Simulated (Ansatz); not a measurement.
# BAs (F-43m) in Ansatz: band structure with BLYP

Aim: the band structure of BAs with BLYP.

Program: Ansatz 0.2.0. These are calculated values, not measurements. Logs are shortened: lines on timing, memory, paths and dates and some standing lists are left out, and cuts for length are marked.

### 1 The structure

Symmetry: F-43m, No. 216, cubic system. The conventional cell has a = 4.777 Å, b = 4.777 Å, c = 4.777 Å, α = 90.00°, β = 90.00°, γ = 90.00°. As (site symmetry -43m) has 4 B at 2.07 Å as nearest neighbours. B (site symmetry -43m) is surrounded by 4 As at 2.07 Å.

### 2 Band structure, BLYP

input.yaml

```yaml
crystal:
  lattice:
    - [0.0, 2.3885, 2.3885]
    - [2.3885, 0.0, 2.3885]
    - [2.3885, 2.3885, 0.0]
  atoms:
    - { symbol: As, position: [0.75, 0.75, 0.75] }
    - { symbol: B, position: [0.0, 0.0, 0.0] }
kpoints:
  mp_grid: { grid: [10, 10, 10] }
  band_path:
    path:
      - [0.0, 0.0, 0.0]
      - [0.5, 0.0, 0.5]
      - [0.5, 0.25, 0.75]
      - [0.375, 0.375, 0.75]
      - [0.0, 0.0, 0.0]
      - [0.5, 0.5, 0.5]
      - [0.625, 0.25, 0.625]
      - [0.5, 0.25, 0.75]
    npoints: 8
scf:
  occupations: { method: fermi_dirac, width: 0.05 }
hamiltonian:
  xc: blyp
  pseudopotentials: { kind: all_electron, lapw: { basis_error: 0.001 } }
output:
  forces: true
  stress: true
  eigenvalues: true
```

Potentials or basis: all-electron LAPW, scalar-relativistic.

On the command line:

```
$ ansatz run input.yaml --threads 1 --pin off --max-ram 3072MiB --backend cpu --events-out ev --progress --plain --runs-dir out
```

Standard output:

```text
Warning: RAYON_NUM_THREADS=1 ignored (pool sized by the plan → 1); use --threads N
LAPW: plane waves up to 9.108 Å⁻¹, error target 1.0e-3 eV per atom; small_component_spin mean_spin; B in spheres of 0.854 Å, 5 of its electrons in bands, Dirac shells []; As in spheres of 1.215 Å, 23 of its electrons in bands, Dirac shells [] (how accurate: hamiltonian.pseudopotentials.lapw.basis_error, Limitations)
Engine: ansatz 0.2.0, x86_64-unknown-linux-gnu
Pseudopotentials: kind: all_electron
Pseudopotential: As, LAPW, valence charge 23, lapw/all_electron/scalar/gaussian/As, Koelling and Harmon's equation, gaussian nucleus
Pseudopotential: B, LAPW, valence charge 5, lapw/all_electron/scalar/gaussian/B, Koelling and Harmon's equation, gaussian nucleus
Functional definition: BLYP
  parameter beta = 0.0042
  parameter a = 0.04918
  parameter b = 0.132
  parameter c = 0.2533
  parameter d = 0.349
  exchange = b88_x(beta = beta)
  correlation = lyp_c(a = a, b = b, c = c, d = d)
Crystal: 2 atoms, lattice volume = 27.252 Å³
Basis set: ecut = 316.04012357627687 eV, 331 PW (Γ), exchange–correlation at level 2
Bands: 18, of which v1, the nominal top of the filled ones, is band 14 counted from 1 (13 counted from 0)
Symmetry: 24 space group operations
Space group: F-43m (ITA 216), of the structure as read, at distance tolerance 3.0e-5 Å
k-points: 47 of 1000 (time reversal used)
Non-local potential: As, projectors of the file, none
Non-local potential: B, projectors of the file, none
Initial density: superposition of atomic densities (chi_scale 0.1, normalization cell, long waves kept (reshape's long-wave potential 0.00 eV rms))
Initial wavefunctions: plane waves of lowest kinetic energy (no species holds an atomic orbital)
Functional: x = b88, c = lyp
iter 1 solved again at ethr=7.52e-3 eV; its pass at ethr=1.00e-1 eV (dr2=2.11e0 eV) is discarded
SCF iter   1: F=—  HF=-62211.725383 eV  |F-HF|=—  |Δ(HF+E_count)|=         —  Δρ=7.56e-2  dr2=2.11e0  ethr=7.52e-3  ⟨swp⟩=2.0  Hψ=5646  notcnv=0
preconditioner: auto → none  [insulator: Δε(μ)=1.986 eV  Ē_g=12.440 eV  σ=0.050 eV  W_gap=1.00  n_scr=14 (ndim 8)  ℏωp=20.1 eV  f_vac=0.000  D(μ)=0.00/eV (n_scr^D=0)  ε∞_Penn≈3.6]
iter 2 solved again at ethr=6.63e-4 eV; its pass at ethr=7.52e-3 eV (dr2=1.86e-1 eV) is discarded
SCF iter   2: F=—  HF=-62211.101593 eV  |F-HF|=—  |Δ(HF+E_count)|=   6.24e-1  Δρ=2.62e-2  dr2=1.86e-1  ethr=6.63e-4  ⟨swp⟩=2.0  Hψ=4410  notcnv=0
SCF iter   3: F=—  HF=-62211.059424 eV  |F-HF|=—  |Δ(HF+E_count)|=   4.22e-2  Δρ=1.12e-2  dr2=2.92e-2  ethr=6.63e-4  ⟨swp⟩=2.0  Hψ=2397  notcnv=0
SCF iter   4: F=—  HF=-62211.059052 eV  |F-HF|=—  |Δ(HF+E_count)|=         —  Δρ=3.44e-3  dr2=2.72e-3  ethr=1.04e-4  ⟨swp⟩=2.0  Hψ=2397  notcnv=0
the basis was enlarged: its passes take 112.7 KiB over the memory plan, 1 of 1 planned eigensolver slots
SCF iter   5: F=—  HF=-62211.058132 eV  |F-HF|=—  |Δ(HF+E_count)|=   9.20e-4  Δρ=7.75e-4  dr2=8.81e-5  ethr=9.71e-6  ⟨swp⟩=2.4  Hψ=2238  notcnv=0
SCF iter   6: F=—  HF=-62211.058196 eV  |F-HF|=—  |Δ(HF+E_count)|=   6.49e-5  Δρ=1.11e-4  dr2=1.89e-6  ethr=3.15e-7  ⟨swp⟩=2.5  Hψ=2238  notcnv=0
SCF iter   7: F=-62211.058198 eV  HF=-62211.058198 eV  |F-HF|=8.51e-9  |Δ(HF+E_count)|=   1.76e-6  Δρ=6.10e-6  dr2=4.45e-9  ethr=6.75e-9  ⟨swp⟩=3.0  Hψ=2397  notcnv=0
SCF 1 converged in 7 iterations: F = -62211.058198 eV  dr2 = 4.45e-9
NSCF: frozen V_eff on 57 k-points
SCF converged after 7 iterations
Free energy (F): -62211.058198 eV
Harris-Foulkes:  -62211.058198 eV  (|F-HF|=8.51e-9)
Internal energy: -62211.058198 eV  (E = F + TS)
E sigma→0 (E₀):  -62211.058198 eV
Fermi energy:    12.781541 eV
--- Per-component energies (eV) ---
  E_band       = -1561.899785
  E_kinetic    = 63589.633633
  E_xc         = -2405.180552
  E_electrostatic = -123395.511279  (all electrons and nuclei)
  E_smearing   = -0.000000  (= −TS)
  E_closure    = 0.000000  (closes the sum)
  E_atoms      = -62201.151555  (free atoms, spherical and without spin; not in F)
  Σ components = -62211.058198   (vs F -62211.058198, Δ=0.00e0)
  Basis errors (estimates in eV, not in F): energy 6.0e-4 per atom: plane waves 5.6e-4 (3.4e-4 summed), levels above the bands 1.9e-82, relativity 4.1e-8, radial functions 3.5e-5, core shells 9.3e-11; eigenvalues (radial functions only) 2.9e-6; not estimated: angular momenta, meshes, grids; target (lapw.basis_error) 1.0e-3; muffin-tin radii B 0.854 Å, As 1.215 Å
--- Forces (eV/Å), atoms counted from 1 ---
  atom   1  As     0.00000000     0.00000000    -0.00000000
  atom   2  B     -0.00000000    -0.00000000    -0.00000000
  max |Σ_I F_I| component: 4.63e-17 eV/Å
--- Stress (GPa, compression-positive) ---
        7.851153       0.000000       0.000000
        0.000000       7.851153       0.000000
        0.000000       0.000000       7.851153
  P = ⅓ Tr σ = 7.8512 GPa (78.512 kbar)
--- Band table (eV; the first three rows and the last of 47) ---
  k-point 0: bands = ["-173.0353", "-162.2326", "-116.5195", "-116.5195", "-116.5195", "-23.7118", "-23.7118", "-23.7118", "-23.6881", "-23.6881", "-3.2196", "12.0933", "12.0933", "12.0933", "15.4632", "15.4632", "15.4632", "16.7151"]
  k-point 1: bands = ["-173.0353", "-162.2326", "-116.5195", "-116.5195", "-116.5195", "-23.7115", "-23.7110", "-23.7110", "-23.6881", "-23.6881", "-3.0575", "10.7286", "11.8017", "11.8017", "15.5886", "15.8500", "15.8500", "17.6106"]
  k-point 2: bands = ["-173.0353", "-162.2326", "-116.5196", "-116.5195", "-116.5195", "-23.7106", "-23.7092", "-23.7092", "-23.6878", "-23.6878", "-2.5800", "8.4005", "11.2389", "11.2389", "15.3708", "16.5633", "16.5633", "19.2775"]
  k-point 46: bands = ["-173.0353", "-162.2326", "-116.5196", "-116.5196", "-116.5196", "-23.7102", "-23.7028", "-23.6962", "-23.6912", "-23.6846", "0.9866", "4.0871", "6.8815", "7.1353", "16.8122", "17.0905", "19.9917", "20.1703"]
```

Wall time 36 s (1 thread of Intel Xeon at 2.50GHz (Skylake/Cascade Lake), shared host); peak memory 0.29 GiB.

What came out:

```yaml
Free_energy: -62211.0582 eV
Pressure: 7.9 GPa
Band_gap_on_the_k_mesh: 1.41 eV, indirect (least direct gap 3.37 eV)
Band_gap_along_the_path: 1.42 eV, indirect (least direct gap 3.37 eV)
```

Levels at the corners of the path, in eV from the valence-band top:
| point | band 12 | band 13 | band 14 | band 15 | band 16 | band 17 |
| --- | --- | --- | --- | --- | --- | --- |
| Γ | 0.00 | 0.00 | 0.00 | 3.37 | 3.37 | 3.37 |
| X | -8.40 | -4.00 | -4.00 | 1.69 | 1.69 | 11.32 |
| W | -7.95 | -5.33 | -5.04 | 5.45 | 5.97 | 7.06 |
| K | -8.03 | -5.78 | -3.41 | 2.28 | 5.69 | 9.24 |
| Γ | 0.00 | 0.00 | 0.00 | 3.37 | 3.37 | 3.37 |
| L | -8.62 | -1.79 | -1.79 | 2.77 | 4.94 | 4.94 |
| U | -8.03 | -5.78 | -3.41 | 2.28 | 5.69 | 9.24 |
| W | -7.95 | -5.33 | -5.04 | 5.45 | 5.97 | 7.06 |
